**Q.** We are thinking of growing zincblende MgTe, and I have hybrid-functional results for nine related compounds whose cell edges were stretched by 2%. Can you say what MgTe will do before we look at its row?

Zincblende compounds (F-43m) with every cell edge stretched by 2% from the r2SCAN-relaxed cell, computed with Ansatz 0.2.0 using HSE06, plane-wave PAW, a 420 eV cutoff and no spin polarisation. Changes are strained minus unstrained, and pressure is positive in compression. Gaps are the least over the k mesh and the named k points.

```csv
formula,element on site A,Z A,element on site B,Z B,difference of Pauling electronegativities,volume per atom (Å³),shortest distance (Å),k mesh,band gap change (eV),least direct gap change (eV),unstrained band gap (eV),energy rise per atom (meV),unstrained gap kind,pressure change (GPa)
MgTe,Mg,12,Te,52,?,33.80,2.800,6×6×6,?,?,?,?,?,?
AlN,Al,13,N,7,1.43,10.43,1.892,8×8×8,-0.063,-0.568,4.552,25.8,indirect,-11.10
AlP,Al,13,P,15,0.58,20.56,2.372,6×6×6,0.104,-0.537,2.285,20.5,indirect,-4.80
AlAs,Al,13,As,33,0.57,22.88,2.459,6×6×6,0.089,-0.507,2.093,16.8,indirect,-4.00
ZnSe,Zn,30,Se,34,0.9,22.72,2.453,6×6×6,-0.265,-0.265,2.422,5.3,direct,-3.50
GaP,Ga,31,P,15,0.38,20.24,2.360,6×6×6,0.005,-0.534,2.260,13.8,indirect,-4.80
GaAs,Ga,31,As,33,0.37,22.74,2.454,6×6×6,-0.497,-0.497,1.364,12.4,direct,-3.90
GaSb,Ga,31,Sb,51,0.24,28.82,2.655,6×6×6,-0.478,-0.478,0.772,14.5,direct,-2.80
CdTe,Cd,48,Te,52,0.41,35.29,2.841,4×4×4,-0.203,-0.203,1.527,11.5,direct,-2.10
InP,In,49,P,15,0.41,25.77,2.558,6×6×6,-0.368,-0.368,1.357,20.6,direct,-3.60
```

**A.** We can try with two inputs, the bond length $d$ (the shortest distance in the table) and the valence type, III-V or II-VI. The runs are expansions, and 2% on each edge is 6.12% in volume $V$, so $\Delta\ln V = 0.0594$. Symmetry fixes both atoms in zincblende, so every bond simply lengthens by 2%. The whole question is how a longer bond changes the stiffness and the band edges. Whether zincblende is the stable phase of MgTe, or dynamically stable at all, is not tested by these runs, and for growth that matters.

**Q.** The band gap change has both signs. How can there be a rule?

**A.** That column mixes two kinds of transition. In the five direct compounds it is the gap at Γ, the zone centre, and it falls. In AlN and AlP the conduction minimum sits at the zone-boundary point X in both runs, and that gap moves little and either way, by −0.063 and +0.104 eV. The +0.005 eV of GaP is not the shift of any one valley: its conduction minimum lies near X before the strain and at Γ after it, so the gap turns from indirect to direct. On the common mesh the change reads −0.024 eV, because that mesh misses the extra point near X where the unstrained gap was read. The strained run was not read at that point, but an X valley that rises as it does in AlP would lie above the one at Γ. The column to compare is the least direct gap change, which is negative in all nine rows.

The reason is standard band theory. The lowest conduction state at Γ is the antibonding combination of cation and anion s orbitals, held up by their overlap, so it drops towards the anion-p valence top when the bond lengthens. The state at X has much of its weight in the empty interstitial space and follows the bond overlap far less. Expansion therefore pushes an indirect compound towards a direct gap: in AlAs the direct gap stands 0.782 eV above the indirect one before the strain and 0.186 eV after it. GaP goes all the way: its direct gap starts 0.539 eV above the indirect one and is the least gap after the strain.

**Q.** Why do ZnSe and CdTe lose only about half as much as the III-V compounds?

**A.** A two-level picture gives the direction. Let $V_2$ be the covalent coupling across the bond, falling roughly as $d^{-2}$, and $V_3$ half the offset between the cation and anion levels, which strain leaves nearly alone. The splitting and its response are

$$E = 2\sqrt{V_2^2+V_3^2},\qquad \frac{dE}{d\ln d} = -4V_2\,\alpha_c,\qquad \alpha_c=\frac{V_2}{\sqrt{V_2^2+V_3^2}}.$$

Here $E$ is a bond splitting that only stands in for the gap at Γ. The covalency $\alpha_c$ falls as $V_3$ grows, so at equal $V_2$ a more polar bond is expected to have a less sensitive gap. Going from III-V to II-VI raises $V_3$, and the numbers agree in direction at equal bond length: ZnSe shifts 0.53 times as much as GaAs. The difference of Pauling electronegativities alone does not predict the shifts, since CdTe and InP share a difference of 0.41 while CdTe shifts 0.55 times as much.

The same formula does not account for how weakly the III-V shifts depend on $d$. From AlN to GaSb a $d^{-2}$ coupling falls to 0.51 of its value while the shift falls only to 0.84. The lower polarity works against the fall of $V_2$, but $\alpha_c$ is expected to be large in both bonds and to make up only a small part of the difference. A second cause is often argued for Zn and Cd compounds. Their shallow filled d shell repels the anion-p valence top upwards, expansion relaxes that repulsion, and the valence top sinks along with the conduction edge. Both II-VI rows have such a shell, so the known rows leave polarity and p-d repulsion entangled, and Mg has no d shell.

**Q.** So what shift do you forecast?

**A.** I fitted the direct-gap change of the nine known rows as a power of $d$ times one factor for II-VI and one for the period-5 cations In and Cd; residuals are in the output after this exchange. The power is $d^{-0.45}$ and the rms error is 2.9% of the computed shifts, or 6.9% when each row is predicted from the other eight. Four constants on nine rows is generous, and the two factors rest on ZnSe, CdTe and InP alone, so I give them no physical meaning. That In and Cd compounds are weaker because the large cation makes the bond more polar is a guess.

MgTe is II-VI with a light cation, so it scales from the fitted value for ZnSe:

$$-0.274\ \text{eV}\times(2.453/2.800)^{0.45} = -0.258\ \text{eV}.$$

The forecast is about −0.26 ± 0.06 eV, stronger than CdTe and well below III-V size. The bar is set by judgement and is wider than the fit error, because the lack of p-d repulsion would strengthen the shift and higher polarity would weaken it. A strict $d^{-2}$ law with only the II-VI factor would give −0.206 eV, next to CdTe, but it misses the known rows by 14% rms.

**Q.** That holds for the direct gap. All three Al compounds are indirect, and Mg is their neighbour.

**A.** I forecast a direct gap at Γ that stays direct on expansion, so that both gap changes are equal. The support is that both II-VI rows are direct, together with a rough recollection of MgTe as a direct-gap material; the Al rows speak against it. For the size, start from ZnSe and borrow two steps from the direct gaps of the III-V runs, Ga to Al in the arsenides and As to Sb in the gallium compounds:

$$2.42 + 1.51 - 0.59 = 3.34\ \text{eV}.$$

That gives about 3.3 ± 0.5 eV. A route from CdTe through the swap In to Al ends at 4.33 eV, so additivity is crude. The runs also lack spin-orbit coupling, which matters most for the small gap of GaSb: it would lower that gap and enlarge the As to Sb step, so the forecast is for a gap computed without it. I chose the lower route leaning on a measured gap recalled as roughly 3.5 eV, which means this forecast is not blind.

**Q.** And the stress we would have to hold?

**A.** A bulk modulus $B$ is an energy per volume, so it falls as $d^{-3}$ times a bond energy scale that itself declines with $d$. The pressure change $\Delta P$ at fixed strain is proportional to $B$. Fitted to the nine known rows, it goes as $d^{-3.89}$, as if that energy scale fell about as $1/d$, with II-VI compounds at 0.89 of the III-V line. The rms error is 3.5% of the computed values, and the worst row is GaSb at 6.3%. MgTe, outside the fit, scales from the fitted value for CdTe:

$$-2.04\ \text{GPa}\times(2.841/2.800)^{3.89} = -2.16\ \text{GPa}.$$

The forecast is about −2.2 ± 0.25 GPa, close to CdTe. I think the softer side likelier, on the argument that a more ionic bond is softer. The II-VI factor rests on two rows, one of them CdTe with a coarser k mesh than the rest and without the PAW-set label of the other known rows, and the stress is loosely converged in every run.

**Q.** The energy rise looks erratic. ZnSe costs 5.3 meV and GaAs, with the same volume, 12.4.

**A.** The cells were relaxed with another functional, so under HSE06 they start at a pressure $P_0$ that is not zero. The energy rise is the work $\Delta E=-\int P\,dV = -(P_0 + w\,\Delta P)\,\Delta V$, where $w = 0.527$ is the mean pressure drop over the final one for a Murnaghan curve with a roughly recalled $dB/dP$ of 4.5. ZnSe starts compressed at +1.25 GPa and first gains energy by expanding; removing that linear term gives 16.1 meV. The formula matches the nine rows within the rounding of $\Delta P$, which only confirms that energies and stresses are consistent.

For MgTe I took the mean ratio $P_0/\Delta P$ of the Al compounds, which also lack a cation d shell, and the rms ratio of all rows as its bar, both scaled by the forecast $\Delta P$: $P_0$ = −0.02 ± 0.32 GPa. With $\Delta V = 33.80 \times 0.0612 = 2.07$ Å³ per atom,

$$\Delta E = (0.02 + 0.527\times 2.16)\times 2.07\ \text{GPa Å}^3 = 2.40\ \text{GPa Å}^3 \approx 15\ \text{meV},$$

where the last step only converts units. The forecast is about 15 ± 4 meV. That bar is the part that comes from $P_0$; with the bar of the pressure change added, the program prints 4.52 meV.

**Q.** Here is the row.

The withheld rows as computed:

```csv
formula,element on site A,Z A,element on site B,Z B,difference of Pauling electronegativities,volume per atom (Å³),shortest distance (Å),k mesh,band gap change (eV),least direct gap change (eV),unstrained band gap (eV),energy rise per atom (meV),unstrained gap kind,pressure change (GPa)
MgTe,Mg,12,Te,52,0.79,33.80,2.800,6×6×6,-0.280,-0.280,3.267,13.7,direct,-1.90
```

**A.** The gap is direct and both changes are −0.280 eV, so the model fell short by 0.022 eV, about a third of the bar. The unstrained gap of 3.267 eV lies 0.074 eV below the additive estimate, a closeness that owes much to my choice of route. This gap lacks spin-orbit coupling, which lifts the valence top of a telluride by a few tenths of an eV but largely cancels in the changes.

The pressure change is the weakest forecast and sits at the edge of its bar. Rounded to −1.9 GPa as in the table, it is 0.256 GPa from the model value and just outside. The pressures of the two runs, −0.046 and −1.984 GPa, give −1.938 GPa, which is 0.218 GPa softer than the model, 11% of the computed change and just inside. The direction was the one I thought likelier, but the model put MgTe on the stiff side of CdTe, and despite its shorter bond it comes out softer, with $B$ near 37 GPa against 40.

Part of this can be argued from the starting pressures. Both II-VI anchors begin compressed, and for ZnSe that adds about $4.5 \times 1.25 \approx 6$ GPa to a modulus of 67 GPa, which inflates the II-VI factor. MgTe starts nearly unstressed, at −0.046 GPa in its unstrained run. Whether the rest comes from a more ionic bond, from the mesh and stress tolerances, or from the PAW set, whose label the MgTe runs lack as those of CdTe do, is untested. The energy rise of 13.7 meV is inside its bar, and the overshoot of 1.3 meV is the overestimated pressure change carried forward, partly offset by a small error in the assumed starting pressure.

**Q.** Does the row settle the d-shell question?

**A.** It settles part of it, as far as one compound can. MgTe has no cation d shell, yet its deformation potential, the shift per $\Delta\ln V$, is −4.71 eV, beside −4.46 eV for ZnSe and far from −8.37 eV for GaAs or −8.05 eV for GaSb, the III-V row nearest in bond length. The halving in II-VI compounds therefore does not need p-d repulsion, which leaves the polarity argument of the two-level picture as the leading candidate, though the size of that effect was not calculated here. Bond length alone also fails, since MgTe shifts 1.38 times as much as CdTe at nearly the same $d$. Polarity read from the electronegativities does not order this pair either: the difference is 0.79 in MgTe and 0.41 in CdTe, yet MgTe shifts more. AlN fits badly too, with the largest difference, 1.43, and the largest shift, though it also has by far the shortest bond.

A d-shell effect remains possible, and the table does not show it to be small. MgTe shifts 1.06 times as much as ZnSe although its bond is longer, which is the direction expected when p-d repulsion is removed. The excess over the fitted model is 8% of the computed shift, but that fit gives Cd and In a factor of 0.77 which may itself hold p-d repulsion; against the $d^{-2}$ law the excess is 26%. The pair with the same anion and nearly the same bond is MgTe and CdTe, and its ratio of 1.38 points the same way, with the coarser CdTe mesh as a caveat. In the III-V pairs, replacing Ga by Al changes the shift by 1 to 2%, but the Ga d shell lies deeper than that of Zn. Whether Mg in place of Zn on the same anion strengthens the shift is the question this table leaves open.

The analysis program printed:

```
volume +6.12 %, dlnV 0.0594; mean/final pressure drop 0.527; B = 19.2 x |dP|
pressure: d^-3.89, II-VI factor 0.89, rms 3.5 %, leave-one-out 5.3 %
row   dP  model (GPa) err%  B GPa | P0 GPa  dE  model  miss  P0*dV  dE+P0*dV (meV)
AlN   -11.1 -11.13   0.2   213 | -0.64  25.8  25.9   0.1  -2.6  23.2
AlP    -4.8  -4.62  -3.8    92 | -0.11  20.5  20.7   0.2  -0.9  19.6
AlAs   -4.0  -4.01   0.3    77 |  0.20  16.8  16.7  -0.1   1.7  18.5
ZnSe   -3.5  -3.61   3.1    67 |  1.25   5.3   5.2  -0.1  10.8  16.1
GaP    -4.8  -4.71  -1.9    92 |  0.72  13.8  14.0   0.2   5.6  19.4
GaAs   -3.9  -4.04   3.7    75 |  0.63  12.4  12.4   0.0   5.5  17.9
GaSb   -2.8  -2.98   6.3    54 |  0.18  14.5  14.2  -0.3   2.0  16.5
CdTe   -2.1  -2.04  -3.0    40 |  0.24  11.5  11.7   0.2   3.2  14.7
InP    -3.6  -3.44  -4.4    69 | -0.21  20.6  20.8   0.2  -2.1  18.5
rounding of dP 0.05 GPa: up to 2.4 %, up to 0.36 meV in the energy model
direct gap: d^-0.45, II-VI x0.54, period-5 cation x0.77, rms 2.9 %, leave-one-out 6.9 %
fixed d^-2 with II-VI x0.58: rms 14.2 %, leave-one-out 16.6 %; rounding 0.0005 eV
row   kind   direct change, model (eV), err%, d^-2 model | per lnV: direct, band gap (eV)
AlN  indirect  -0.568 -0.570   0.4 -0.783 |  -9.56  -1.06
AlP  indirect  -0.537 -0.515  -4.2 -0.498 |  -9.04   1.75
AlAs indirect  -0.507 -0.506  -0.2 -0.464 |  -8.53   1.50
ZnSe direct    -0.265 -0.274   3.4 -0.269 |  -4.46  -4.46
GaP  indirect  -0.534 -0.516  -3.4 -0.503 |  -8.99   0.08
GaAs direct    -0.497 -0.507   1.9 -0.465 |  -8.37  -8.37
GaSb direct    -0.478 -0.489   2.3 -0.398 |  -8.05  -8.05
CdTe direct    -0.203 -0.196  -3.3 -0.200 |  -3.42  -3.42
InP  direct    -0.368 -0.381   3.4 -0.428 |  -6.19  -6.19
AlN: direct minus indirect gap 0.995 -> 0.490 eV
AlP: direct minus indirect gap 1.872 -> 1.231 eV
AlAs: direct minus indirect gap 0.782 -> 0.186 eV
GaP band gap change: table +0.005, common mesh -0.024 eV
direct-shift ratios: CdTe/InP 0.55 (same chi difference), ZnSe/GaAs 0.53
AlP/GaP 1.01, AlAs/GaAs 1.02, InP/GaP 0.69
gap steps: Ga->Al +1.51, As->Sb -0.59; from ZnSe 3.34, from CdTe 4.33 eV
MgTe: assumed P0 -0.02 +- 0.32 GPa; d^-2 model direct change -0.206 eV
pressure change: forecast -2.156 +- 0.25 GPa; computed -1.900, miss -0.256 (1.02 bars)
least direct gap change: forecast -0.258 +- 0.06 eV; computed -0.280, miss +0.022 (0.37 bars)
band gap change: forecast -0.258 +- 0.06 eV; computed -0.280, miss +0.022 (0.37 bars)
energy rise per atom: forecast 14.975 +- 4.52 meV; computed 13.700, miss +1.275 (0.28 bars)
unstrained band gap: forecast 3.341 +- 0.50 eV; computed 3.267, miss +0.074 (0.15 bars)
gap kind: forecast direct; computed direct
computed: -4.71 eV per lnV, ratio to CdTe 1.38, to ZnSe 1.06; B 36 GPa
starting pressure implied by computed dE and dP: -0.06 GPa
```
